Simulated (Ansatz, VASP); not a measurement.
# B: VASP beside Ansatz

```
B
1.0
     1.70243    0.00000    0.00000
    -0.85122    1.47435    0.00000
     0.00000    0.00000    3.52636
B
1
Direct
  0.00000 0.00000 0.00000
```

Change from the starting cell: strain +0.000 along x and y, -0.030 along z, atoms carried along.

Alike in both runs: task single point; functional PBEsol; k mesh 33 × 33 × 14; occupations gaussian, width 0.15 eV; no spin polarisation.

|  | VASP | Ansatz |
| --- | --- | --- |
| version | VASP 6.6.1 | Ansatz 0.2.0 |
| potentials or method | VASP PAW PBE potentials, release 64 (B) | scalar-relativistic, plane waves, PAW |
| plane-wave cutoff (eV) | 520 | 420 |
| valence electrons in the cell | 3 | 3 |

```tsv
	VASP	Ansatz	Ansatz less VASP
gap on the k mesh at the Fermi level (eV)	none	none	-
pressure (GPa)	2.0	1.8	-0.20
largest component of the traceless stress (GPa)	1.88	1.59	-0.295
```

A gap of «none» marks a metal or a gap that the smearing closes. The functional is the same, so the differences come from potentials, cutoffs and numerics.

Caveats: the PAW data sets were made with another functional, which shifts forces and pressure a little (VASP).
